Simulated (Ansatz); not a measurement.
# In: a trial structure relaxed, part 2 of 2

Where does this trial cell of In go when cell and atoms are let free?

Ansatz 0.2.0; DFT PBE, scalar-relativistic, plane waves, PAW.

**4. Relaxation on the finer mesh**

The end of the coarse run is made exact in the group found at a tolerance of 0.06 Å and reduced to its primitive cell.

Input file input.yaml:

```yaml
crystal:
  lattice:
    - [3.0930734021, 0.0, 0.0]
    - [0.0, 5.1716950536, 0.0]
    - [0.0, 0.0, 6.3834191624]
  atoms:
    - { symbol: In, position: [0.0, 0.0, 0.2629637771] }
    - { symbol: In, position: [0.0, 0.0, 0.7370362229] }
    - { symbol: In, position: [0.0, 0.5, 0.0] }
basis:
  ecutwfc: 420
kpoints:
  mp_grid: { grid: [16, 10, 8] }
hamiltonian:
  xc: pbe
scf:
  occupations: { method: gaussian, width: 0.1 }
output:
  forces: true
  stress: true
  eigenvalues: true
  write_density: true
  write_potential: true
  elf: true
  volumetric_format: npy
relax:
  adjacent_minimum: "off"
  f_tol: 0.01
  max_steps: 80
  cell: { stress_tol: 0.05 }
```

The run is started by

```
> ansatz run input.yaml --threads 1 --pin off --max-ram 2560MiB --backend cpu --events-out ev --progress --plain --runs-dir out
```

Log:

```text
Warning: RAYON_NUM_THREADS=1 ignored (pool sized by the plan → 1); use --threads N
Engine: ansatz 0.2.0, x86_64-unknown-linux-gnu
Pseudopotentials: kind: paw
Pseudopotential: In, paw, valence charge 13, recommended cutoff 420 eV (normal), In.paw.azcp
Functional definition: PBE
  parameter kappa = 0.804
  parameter beta = 0.06672455060314922
  exchange = pbe_x(kappa = kappa, mu = beta*pi^2/3)
  correlation = pbe_c(beta = beta)
Crystal: 3 atoms, lattice volume = 102.112 Å³
Basis set: ecut = 420 eV, 1991 PW (Γ), exchange–correlation on 48×72×90 points (8 copies of the dense FFT grid, shifted against one another)
Bands: 24, of which v1, the nominal top of the filled ones, is band 20 counted from 1 (19 counted from 0)
Symmetry: 8 space group operations
Space group: Pmmm (ITA 47), of the structure as read, at distance tolerance 4.7e-5 Å
k-points: 270 of 1280
Non-local potential: In, projectors of the file, l = 0: 2, l = 1: 2, l = 2: 2, l = 3: 2
PAW form: soft (Blöchl's): semilocal exchange-correlation on the pseudo side does not see the compensation charge
PAW one-centre angular grid: In, 590 points (default); XC on 64 Gauss nodes
Initial density: superposition of atomic densities (neutral atoms: chi_scale 0, normalization atom), corrected by the library's trained network
Initial wavefunctions: pseudopotential atomic-orbital guess
Functional: x = pbe(κ = 0.804, μ = 0.2195149727645171), c = pbe(β = 0.06672455060314922)
SCF iter   1: F=—  HF=-16793.046430 eV  |F-HF|=—  |Δ(HF+E_count)|=         —  Δρ=1.26e-3  dr2=3.55e-3  ethr=1.77e-3  ⟨swp⟩=6.1  Hψ=29037  notcnv=0
preconditioner: auto → LDOS  [metal: Δε(μ)=0.006 eV  Ē_g=14.739 eV  σ=0.100 eV  W_gap=0.03  n_scr=20 (ndim 8)  ℏωp=22.9 eV  f_vac=0.104  D(μ)=1.54/eV (n_scr^D=8)  β→1.0]
SCF iter   2: F=—  HF=-16793.043571 eV  |F-HF|=—  |Δ(HF+E_count)|=   2.86e-3  Δρ=1.08e-3  dr2=1.01e-3  ethr=9.09e-6  ⟨swp⟩=2.0  Hψ=14003  notcnv=0
SCF iter   3: F=—  HF=-16793.043309 eV  |F-HF|=—  |Δ(HF+E_count)|=   2.62e-4  Δρ=3.72e-4  dr2=1.87e-4  ethr=2.58e-6  ⟨swp⟩=2.0  Hψ=11718  notcnv=0
SCF iter   4: F=—  HF=-16793.043277 eV  |F-HF|=—  |Δ(HF+E_count)|=   3.21e-5  Δρ=1.35e-4  dr2=1.95e-5  ethr=4.79e-7  ⟨swp⟩=2.1  Hψ=11339  notcnv=0
SCF iter   5: F=—  HF=-16793.043272 eV  |F-HF|=—  |Δ(HF+E_count)|=   4.98e-6  Δρ=4.12e-5  dr2=3.94e-6  ethr=5.00e-8  ⟨swp⟩=2.0  Hψ=11550  notcnv=0
SCF iter   6: F=-16793.043271 eV  HF=-16793.043271 eV  |F-HF|=2.57e-8  |Δ(HF+E_count)|=   8.15e-7  Δρ=1.12e-5  dr2=9.24e-8  ethr=2.56e-10  ⟨swp⟩=8.8  Hψ=51913  notcnv=0
SCF 1 converged in 6 iterations: F = -16793.043271 eV  dr2 = 9.24e-8
relax step   1: F+E_penalty+E_count = -16793.04327074 eV  Δ(F+E_penalty+E_count) = +0.000e0 eV  max|allowed force component| = 6.472e-2 eV/Å  Δτ_max = 0.0000 Å  P = -0.066 GPa  Ω = 102.112 Å³  (6 SCF iters, dr2 threshold 1.00e-7 eV, accepted)
Crystal: 3 atoms, lattice volume = 101.779 Å³
Basis set: ecut = 420 eV, 1979 PW (Γ), exchange–correlation on 48×72×90 points (8 copies of the dense FFT grid, shifted against one another)
Initial density: handed on by an earlier stage of this run
Initial wavefunctions: those handed on with the density
iter 1 solved again at ethr=9.00e-7 eV; its pass at ethr=3.10e-3 eV (dr2=3.51e-4 eV) is discarded
SCF iter   1: F=—  HF=-16793.046717 eV  |F-HF|=—  |Δ(HF+E_count)|=         —  Δρ=5.05e-4  dr2=3.23e-4  ethr=9.00e-7  ⟨swp⟩=2.3  Hψ=39566  notcnv=0
preconditioner: auto → LDOS  [metal: Δε(μ)=0.022 eV  Ē_g=14.748 eV  σ=0.100 eV  W_gap=0.13  n_scr=20 (ndim 8)  ℏωp=23.0 eV  f_vac=0.101  D(μ)=1.47/eV (n_scr^D=8)  β→1.0]
SCF iter   2: F=—  HF=-16793.046634 eV  |F-HF|=—  |Δ(HF+E_count)|=   8.31e-5  Δρ=2.02e-4  dr2=4.32e-5  ethr=8.27e-7  ⟨swp⟩=2.0  Hψ=11669  notcnv=0
SCF iter   3: F=—  HF=-16793.046636 eV  |F-HF|=—  |Δ(HF+E_count)|=   1.76e-6  Δρ=1.23e-4  dr2=2.77e-5  ethr=1.11e-7  ⟨swp⟩=2.0  Hψ=11776  notcnv=0
SCF iter   4: F=—  HF=-16793.046629 eV  |F-HF|=—  |Δ(HF+E_count)|=   6.81e-6  Δρ=4.14e-5  dr2=2.78e-6  ethr=7.11e-8  ⟨swp⟩=2.3  Hψ=11341  notcnv=0
SCF iter   5: F=-16793.046628 eV  HF=-16793.046628 eV  |F-HF|=7.52e-8  |Δ(HF+E_count)|=   7.93e-7  Δρ=7.83e-6  dr2=9.39e-8  ethr=7.69e-10  ⟨swp⟩=7.1  Hψ=45253  notcnv=0
SCF 2 converged in 5 iterations: F = -16793.046628 eV  dr2 = 9.39e-8
relax step   2: F+E_penalty+E_count = -16793.04662803 eV  Δ(F+E_penalty+E_count) = -3.357e-3 eV  max|allowed force component| = 3.448e-3 eV/Å  Δτ_max = 0.0119 Å  P = +0.006 GPa  Ω = 101.779 Å³  energy of the carried Pulay correction = +6.574e-5 eV  (5 SCF iters, dr2 threshold 3.00e-7 eV, accepted)
Crystal: 3 atoms, lattice volume = 101.722 Å³
Basis set: ecut = 420 eV, 1967 PW (Γ), exchange–correlation on 48×72×90 points (8 copies of the dense FFT grid, shifted against one another)
iter 1 solved again at ethr=5.07e-7 eV; its pass at ethr=3.10e-3 eV (dr2=1.98e-4 eV) is discarded
SCF iter   1: F=—  HF=-16793.047509 eV  |F-HF|=—  |Δ(HF+E_count)|=         —  Δρ=3.14e-4  dr2=1.76e-4  ethr=5.07e-7  ⟨swp⟩=2.1  Hψ=39181  notcnv=0
preconditioner: auto → LDOS  [metal: Δε(μ)=0.029 eV  Ē_g=14.749 eV  σ=0.100 eV  W_gap=0.16  n_scr=20 (ndim 8)  ℏωp=23.0 eV  f_vac=0.102  D(μ)=1.53/eV (n_scr^D=8)  β→1.0]
SCF iter   2: F=—  HF=-16793.047454 eV  |F-HF|=—  |Δ(HF+E_count)|=   5.51e-5  Δρ=8.71e-5  dr2=5.26e-6  ethr=4.51e-7  ⟨swp⟩=2.0  Hψ=7709  notcnv=0
SCF iter   3: F=—  HF=-16793.047454 eV  |F-HF|=—  |Δ(HF+E_count)|=   3.47e-7  Δρ=3.11e-5  dr2=1.10e-6  ethr=4.18e-10  ⟨swp⟩=11.5  Hψ=61304  notcnv=0
SCF iter   4: F=—  HF=-16793.047454 eV  |F-HF|=—  |Δ(HF+E_count)|=   1.03e-7  Δρ=1.77e-5  dr2=3.68e-7  ethr=2.82e-9  ⟨swp⟩=2.0  Hψ=11765  notcnv=0
SCF iter   5: F=-16793.047454 eV  HF=-16793.047454 eV  |F-HF|=6.53e-9  |Δ(HF+E_count)|=   1.18e-7  Δρ=3.22e-6  dr2=9.70e-9  ethr=4.18e-10  ⟨swp⟩=8.9  Hψ=47811  notcnv=0
SCF 3 converged in 5 iterations: F = -16793.047454 eV  dr2 = 9.70e-9
relax step   3: F+E_penalty+E_count = -16793.04745427 eV  Δ(F+E_penalty+E_count) = -8.262e-4 eV  max|allowed force component| = 3.282e-3 eV/Å  Δτ_max = 0.0020 Å  P = +0.039 GPa  Ω = 101.722 Å³  energy of the carried Pulay correction = +7.703e-5 eV  (5 SCF iters, dr2 threshold 1.63e-7 eV, accepted)
[... 10 lines left out ...]
relax step   4: F+E_penalty+E_count = -16793.04892254 eV  Δ(F+E_penalty+E_count) = -1.468e-3 eV  max|allowed force component| = 9.577e-4 eV/Å  Δτ_max = 0.0120 Å  P = -0.014 GPa  Ω = 101.738 Å³  energy of the carried Pulay correction = +7.388e-5 eV  (6 SCF iters, dr2 threshold 4.50e-8 eV, accepted)
[... 11 lines left out ...]
relax step   5: F+E_penalty+E_count = -16793.05996370 eV  Δ(F+E_penalty+E_count) = -1.104e-2 eV  max|allowed force component| = 9.645e-3 eV/Å  Δτ_max = 0.0516 Å  P = -0.071 GPa  Ω = 101.022 Å³  energy of the carried Pulay correction = +2.166e-4 eV  (6 SCF iters, dr2 threshold 3.74e-8 eV, accepted)
[... 11 lines left out ...]
relax step   6: F+E_penalty+E_count = -16793.05696084 eV  Δ(F+E_penalty+E_count) = +3.003e-3 eV  max|allowed force component| = 3.422e-3 eV/Å  Δτ_max = 0.0537 Å  P = -0.048 GPa  Ω = 99.721 Å³  energy of the carried Pulay correction = +4.805e-4 eV  (5 SCF iters, dr2 threshold 1.70e-7 eV, rejected (line search))
[... 13 lines left out ...]
relax step   7: F+E_penalty+E_count = -16793.06194272 eV  Δ(F+E_penalty+E_count) = -1.979e-3 eV  max|allowed force component| = 9.967e-4 eV/Å  Δτ_max = 0.0167 Å  P = -0.033 GPa  Ω = 100.534 Å³  energy of the carried Pulay correction = +3.149e-4 eV  (8 SCF iters, accepted)
[... 7 lines left out ...]
relax step   8: F+E_penalty+E_count = -16793.06195645 eV  Δ(F+E_penalty+E_count) = -1.373e-5 eV  max|allowed force component| = 2.640e-3 eV/Å  Δτ_max = 0.0004 Å  P = -0.026 GPa  Ω = 100.501 Å³  energy of the carried Pulay correction = +3.215e-4 eV  (3 SCF iters, dr2 threshold 2.52e-8 eV, accepted)
[... 10 lines left out ...]
relax step   9: F+E_penalty+E_count = -16793.06223081 eV  Δ(F+E_penalty+E_count) = -2.744e-4 eV  max|allowed force component| = 1.139e-3 eV/Å  Δτ_max = 0.0057 Å  P = +0.006 GPa  Ω = 100.227 Å³  energy of the carried Pulay correction = +3.771e-4 eV  (5 SCF iters, dr2 threshold 2.37e-8 eV, accepted)
Basis set: ecut = 420 eV, 1947 PW (Γ), exchange–correlation on 48×64×96 points (8 copies of the dense FFT grid, shifted against one another)
Initial wavefunctions: pseudopotential atomic-orbital guess (no wavefunctions were taken with the density)
iter 1 solved again at ethr=4.54e-7 eV; its pass at ethr=3.10e-3 eV (dr2=1.77e-4 eV) is discarded
SCF iter   1: F=—  HF=-16793.061925 eV  |F-HF|=—  |Δ(HF+E_count)|=         —  Δρ=1.01e-4  dr2=1.45e-6  ethr=4.54e-7  ⟨swp⟩=2.2  Hψ=43295  notcnv=0
preconditioner: auto → LDOS  [metal: Δε(μ)=0.005 eV  Ē_g=14.769 eV  σ=0.100 eV  W_gap=0.03  n_scr=20 (ndim 8)  ℏωp=23.2 eV  f_vac=0.084  D(μ)=1.64/eV (n_scr^D=8)  β→1.0]
SCF iter   2: F=—  HF=-16793.061929 eV  |F-HF|=—  |Δ(HF+E_count)|=   3.62e-6  Δρ=8.09e-6  dr2=4.25e-8  ethr=3.72e-9  ⟨swp⟩=2.0  Hψ=11777  notcnv=0
SCF iter   3: F=—  HF=-16793.061929 eV  |F-HF|=—  |Δ(HF+E_count)|=   2.15e-9  Δρ=4.62e-6  dr2=1.96e-8  ethr=1.09e-10  ⟨swp⟩=2.0  Hψ=11807  notcnv=0
SCF iter   4: F=—  HF=-16793.061929 eV  |F-HF|=—  |Δ(HF+E_count)|=   7.58e-9  Δρ=7.51e-7  dr2=4.50e-10  ethr=5.02e-11  ⟨swp⟩=2.0  Hψ=11509  notcnv=0
SCF iter   5: F=—  HF=-16793.061929 eV  |F-HF|=—  |Δ(HF+E_count)|=  1.16e-10  Δρ=1.68e-7  dr2=3.47e-11  ethr=1.15e-12  ⟨swp⟩=2.0  Hψ=11729  notcnv=0
SCF iter   6: F=-16793.061929 eV  HF=-16793.061929 eV  |F-HF|=7.28e-12  |Δ(HF+E_count)|=  1.46e-11  Δρ=5.01e-8  dr2=2.83e-12  ethr=1.00e-12  ⟨swp⟩=5.7  Hψ=28586  notcnv=0
SCF 10 converged in 6 iterations: F = -16793.061929 eV  dr2 = 2.83e-12
relax step  10: F+E_penalty+E_count = -16793.06192895 eV  Δ(F+E_penalty+E_count) = +3.019e-4 eV  max|allowed force component| = 1.145e-3 eV/Å  Δτ_max = 0.0000 Å  P = -0.004 GPa  Ω = 100.227 Å³  stress off target by 1.72e-2 GPa  SCF on the basis re-selected at this cell (its energy is not comparable with the rows above)  (6 SCF iters)
basis re-selected at this cell: Δ(F+E_penalty+E_count) = +3.019e-4 eV, ΔP = -0.010 GPa vs the last step (what re-selecting the basis moved, of the pressure what is left beyond the Pulay correction that the steps carried, after the strain that the cell walked since its last selection, with what the two solves' SCF thresholds leave and, on support functions, any second-order correction that the steps lacked; it is no measure of the basis error at this ecutwfc). The dense FFT grid was sized anew with the basis: this SCF ran on 24×32×48 points, the steps before it on 24×36×45, so part of this shift can come from that change (see relax.cell in the input reference). This SCF's stress stands 1.72e-2 GPa from its target on what of the cell is left free (relax.cell.stress_tol is 5.00e-2 GPa) and its largest allowed force component is 1.15e-3 eV/Å (relax.f_tol is 1.00e-2 eV/Å): within both
SCF converged after 6 iterations
Free energy (F): -16793.061929 eV
Harris-Foulkes:  -16793.061929 eV  (|F-HF|=7.28e-12)
Internal energy: -16793.053729 eV  (E = F + TS)
E sigma→0 (E₀):  -16793.057829 eV
Entropy (-TS):   -0.008200 eV (-2.733 meV/atom)
Fermi energy:    7.141501 eV
--- Per-component energies (eV) ---
  E_band       = -190.757777
  E_kinetic    = 722.954944
  E_local      = -4066.478600  (includes V_loc(G=0)·N_el)
  E_nonlocal   = 1097.671289
  E_hartree    = 1625.372746
  E_xc         = -646.560413
  E_vxc        = -298.052223  (∫ρ·V_xc dr)
  E_paw        = -12456.747005  (= ΣΔE_a)
  E_vpaw       = -897.598699  (= ΣTr[D̂ρ^β])
  E_aug_tail   = 0.000076  (compensation charges beyond the density's cutoff)
  E_ewald      = -3069.266765
  E_smearing   = -0.008200  (= −TS)
  E_closure    = -0.000000  (closes the sum)
  Σ components = -16793.061929   (vs F -16793.061929, Δ=0.00e0)
--- Forces (eV/Å), atoms counted from 1 ---
  atom   1  In    -0.00000000    -0.00000000    -0.00114537
  atom   2  In     0.00000000     0.00000000     0.00114537
  atom   3  In    -0.00000000    -0.00000000     0.00000000
  max |Σ_I F_I| component: 5.05e-29 eV/Å
--- Stress (GPa, compression-positive) ---
        0.015252       0.000000      -0.000000
        0.000000      -0.017170      -0.000000
       -0.000000      -0.000000      -0.010233
  P = ⅓ Tr σ = -0.0041 GPa (-0.041 kbar)
--- Band table (eV; the first three rows and the last of 270) ---
  k-point 0: bands = ["-7.8570", "-7.7063", "-7.6936", "-7.6918", "-7.5942", "-7.5103", "-7.3388", "-7.3219", "-7.2900", "-7.2890", "-7.2740", "-7.2714", "-7.1813", "-7.1807", "-7.0759", "-1.4734", "1.6639", "2.3162", "5.9444", "7.3150", "9.3327", "9.5760", "11.0425", "11.9652"]
  k-point 1: bands = ["-7.8524", "-7.7221", "-7.7027", "-7.6751", "-7.5918", "-7.4918", "-7.3416", "-7.3379", "-7.3240", "-7.2729", "-7.2690", "-7.2468", "-7.1843", "-7.1801", "-7.0839", "-1.4325", "1.2031", "2.8546", "5.9882", "7.2691", "9.0533", "9.4434", "11.4031", "12.0034"]
  k-point 2: bands = ["-7.8398", "-7.7421", "-7.7237", "-7.6483", "-7.5836", "-7.4504", "-7.4002", "-7.3358", "-7.3280", "-7.2765", "-7.2565", "-7.2155", "-7.1928", "-7.1786", "-7.1051", "-1.3166", "0.6218", "3.6573", "6.1077", "7.0857", "8.5565", "9.2420", "11.0861", "12.1364"]
  k-point 269: bands = ["-7.6143", "-7.5806", "-7.5663", "-7.5581", "-7.5192", "-7.5082", "-7.4666", "-7.4564", "-7.3820", "-7.3430", "-7.3104", "-7.2966", "-7.1006", "-7.0506", "-7.0125", "4.1106", "4.1904", "4.2380", "5.7809", "6.0185", "6.3578", "7.3596", "10.7719", "11.0624"]
--- Relaxed structure (9 steps of the walk, 8 accepted, 1 SCFs on fresh bases) ---
  F+E_penalty+E_count = -16793.06192895 eV   max|allowed force component| = 1.145e-3 eV/Å   (the final SCF, on the basis selected at the relaxed cell)
  cell:  # Å, volume = 100.2274 Å³
    - [3.0621547881210227, 3.824119278359725e-33, 1.9754691144992228e-33]
    - [6.392358050522315e-33, 4.748690856292583, 5.7536705726265975e-33]
    - [4.076931181672619e-33, 7.10175109065553e-33, 6.892634582903422]
  atoms:
    - { symbol: In, position: [5.053428974094767e-34, -1.9961852892844854e-34, 0.27870462353591524] }
    - { symbol: In, position: [-6.232265124958523e-34, 2.2980314889758927e-34, 0.7212953764640849] }
    - { symbol: In, position: [1.1788361508637535e-34, 0.5000000000000001, 9.058486430985554e-20] }
```

It took 21 min on 1 thread of AMD EPYC (Zen 3), shared host; peak memory 0.78 GiB.

The steps of the relaxation:

```csv
step,energy from step 1 (eV/cell),largest force component (eV/Å),pressure (GPa),volume (Å³)
1,0.0000,0.0647,-0.07,102.11
2,-0.0034,0.0034,0.01,101.78
3,-0.0042,0.0033,0.04,101.72
4,-0.0057,0.0010,-0.01,101.74
5,-0.0167,0.0096,-0.07,101.02
6,-0.0137,0.0034,-0.05,99.72
7,-0.0187,0.0010,-0.03,100.53
8,-0.0187,0.0026,-0.03,100.50
9,-0.0190,0.0011,0.01,100.23
10,-0.0187,0.0011,0.00,100.23
```

Step 1 is the start. Step 10 repeats the geometry before it on a plane-wave basis chosen anew for that cell, so its energy need not be comparable with the rows above. Step 6 was tried and not accepted.

|  | before | after | change |
| --- | --- | --- | --- |
| a (Å) | 3.093 | 3.062 | -1.0 % |
| b (Å) | 5.172 | 4.749 | -8.2 % |
| c (Å) | 6.383 | 6.893 | +8.0 % |
| volume (Å³/atom) | 34.04 | 33.41 | -1.8 % |
| shortest distance (Å) | 3.026 | 3.051 | +0.8 % |
| space group (0.01 Å) | Pmmm | Pmmm | same |

Forces and stress were held to the start's 8 operations: a distortion of lower symmetry was not tested.

Density in a lattice plane of the grid's cell (edges 4.75 and 6.89 Å, at 0.000 of the third edge), which holds In.

Values in e/Å³, 12 rows by 8 columns:
```
 0.16  0.15  0.22  1.13  3.73  1.13  0.22  0.15
 1.54  0.58  0.20  0.21  0.29  0.21  0.20  0.58
10.87  2.91  0.24  0.09  0.07  0.09  0.24  2.91
 7.38  2.06  0.19  0.05  0.03  0.05  0.19  2.06
 0.71  0.34  0.09  0.02  0.01  0.02  0.09  0.34
 0.21  0.15  0.06  0.02  0.01  0.02  0.06  0.15
 0.71  0.34  0.09  0.02  0.01  0.02  0.09  0.34
 7.38  2.06  0.19  0.05  0.03  0.05  0.19  2.06
10.87  2.91  0.24  0.09  0.07  0.09  0.24  2.91
 1.54  0.58  0.20  0.21  0.29  0.21  0.20  0.58
 0.16  0.15  0.22  1.13  3.73  1.13  0.22  0.15
 0.08  0.10  0.27  3.39 12.97  3.39  0.27  0.10
```
Columns run along the first of these edges and rows up along the second, over one cell in 8 and 12 even steps from the bottom left corner. Atoms in the plane (fractional): In at (1.00, 0.28), In at (0.00, 0.72), In at (0.50, 0.00).

ELF in the same plane.

Values, 12 rows by 8 columns:
```
0.25 0.31 0.32 0.28 0.12 0.28 0.32 0.31
0.26 0.27 0.36 0.30 0.26 0.30 0.36 0.27
0.00 0.17 0.26 0.33 0.29 0.33 0.26 0.17
0.02 0.24 0.27 0.22 0.10 0.22 0.27 0.24
0.27 0.27 0.32 0.12 0.03 0.12 0.32 0.27
0.39 0.38 0.26 0.07 0.02 0.07 0.26 0.38
0.27 0.27 0.32 0.12 0.03 0.12 0.32 0.27
0.02 0.24 0.27 0.22 0.10 0.22 0.27 0.24
0.00 0.17 0.26 0.33 0.29 0.33 0.26 0.17
0.26 0.27 0.36 0.30 0.26 0.30 0.36 0.27
0.25 0.31 0.32 0.28 0.12 0.28 0.32 0.31
0.18 0.27 0.26 0.13 0.00 0.13 0.26 0.27
```
Columns run along the first of these edges and rows up along the second, over one cell in 8 and 12 even steps from the bottom left corner. Atoms in the plane (fractional): In at (1.00, 0.28), In at (0.00, 0.72), In at (0.50, 0.00).

Both are smooth fields of the valence electrons: close to the nuclei they are not physical.

**5. Changing settings: n_extra_bands 2**

Input file input.yaml:

```yaml
crystal:
  lattice:
    - [3.0621547881, 0.0, 0.0]
    - [0.0, 4.7486908563, 0.0]
    - [0.0, 0.0, 6.8926345829]
  atoms:
    - { symbol: In, position: [0.0, 0.0, 0.2787046235] }
    - { symbol: In, position: [0.0, 0.0, 0.7212953765] }
    - { symbol: In, position: [0.0, 0.5, 0.0] }
basis:
  ecutwfc: 420
kpoints:
  mp_grid: { grid: [16, 10, 8] }
hamiltonian:
  xc: pbe
scf:
  occupations: { method: gaussian, width: 0.1 }
  n_extra_bands: 2
output:
  forces: true
  eigenvalues: true
  stress: true
```

The run is started by

```
> ansatz run input.yaml --threads 1 --pin off --max-ram 2560MiB --backend cpu --events-out ev --progress --plain --runs-dir out
```

Log, shortened:

```text
Warning: RAYON_NUM_THREADS=1 ignored (pool sized by the plan → 1); use --threads N
scf.n_extra_bands = 2 over 20 filled bands (N_el = 39.0): the run solves 22 bands
[...]
[... 3 set-up lines as earlier in the session ...]
[...]
Crystal: 3 atoms, lattice volume = 100.227 Å³
Basis set: ecut = 420 eV, 1947 PW (Γ), exchange–correlation on 48×64×96 points (8 copies of the dense FFT grid, shifted against one another)
Bands: 22, of which v1, the nominal top of the filled ones, is band 20 counted from 1 (19 counted from 0)
[... 1 set-up line as earlier in the session ...]
Space group: Pmmm (ITA 47), of the structure as read, at distance tolerance 4.6e-5 Å
k-points: 270 of 1280
[...]
SCF iter   1: F=—  HF=-16793.064838 eV  |F-HF|=—  |Δ(HF+E_count)|=         —  Δρ=8.66e-4  dr2=1.87e-3  ethr=1.77e-3  ⟨swp⟩=5.9  Hψ=25911  notcnv=0
[...]
SCF iter   6: F=-16793.061929 eV  HF=-16793.061929 eV  |F-HF|=1.36e-8  |Δ(HF+E_count)|=   9.10e-9  Δρ=4.32e-6  dr2=1.63e-8  ethr=2.56e-10  ⟨swp⟩=3.9  Hψ=30675  notcnv=0
[...]
SCF converged after 6 iterations
Free energy (F): -16793.061929 eV
[...]
E sigma→0 (E₀):  -16793.057829 eV
Entropy (-TS):   -0.008200 eV (-2.733 meV/atom)
Fermi energy:    7.141548 eV
[...]
--- Forces (eV/Å), atoms counted from 1 ---
  atom   1  In     0.00000000     0.00000000    -0.00114887
  atom   2  In     0.00000000     0.00000000     0.00114887
  atom   3  In     0.00000000     0.00000000     0.00000000
[...]
--- Stress (GPa, compression-positive) ---
        0.015286       0.000000       0.000000
        0.000000      -0.017185       0.000000
        0.000000       0.000000      -0.010253
  P = ⅓ Tr σ = -0.0041 GPa (-0.041 kbar)
--- Band table (eV; the first three rows and the last of 270) ---
  k-point 0: bands = ["-7.8570", "-7.7062", "-7.6935", "-7.6917", "-7.5941", "-7.5102", "-7.3387", "-7.3219", "-7.2900", "-7.2889", "-7.2739", "-7.2714", "-7.1812", "-7.1806", "-7.0758", "-1.4733", "1.6640", "2.3162", "5.9444", "7.3151", "9.3328", "9.5761"]
[...]
```

It took 1.9 min on 1 thread of AMD EPYC (Zen 3), shared host; peak memory 0.68 GiB.

```csv
run,ending,energy change,pressure (GPa),gap (eV),force (eV/Å),cycles,time
step 4,converged,0,0.0,0.00,0.00,-,21 min
variant,converged,0.0 meV/atom,0.0,0.00,0.00,6,1.9 min
```

With the changed band count the energy agrees within 0.5 meV/atom.

**6. Summary of results**

This closing draws on all 2 parts. Changes of volume or cell count from the first structure of part 1.

| quantity | value |
| --- | --- |
| symmetry at the end (tolerance 0.05 Å) | space group Pmmm (No. 47) |
| conventional cell | a = 3.062 Å, b = 4.749 Å, c = 6.893 Å, α = 90.00°, β = 90.00°, γ = 90.00° |
| volume | 33.41 Å³/atom |
| energy over the standard state | +0.16 eV/atom |
| gap on the mesh | none (metal) |

The space group Pmmm (No. 47) is kept, and the volume per atom grows by 7.0 % from the first guess. It lies above the element's standard state, so it is metastable at best. No finished test with a distortion of lower symmetry is shown, so the end may be a saddle point.
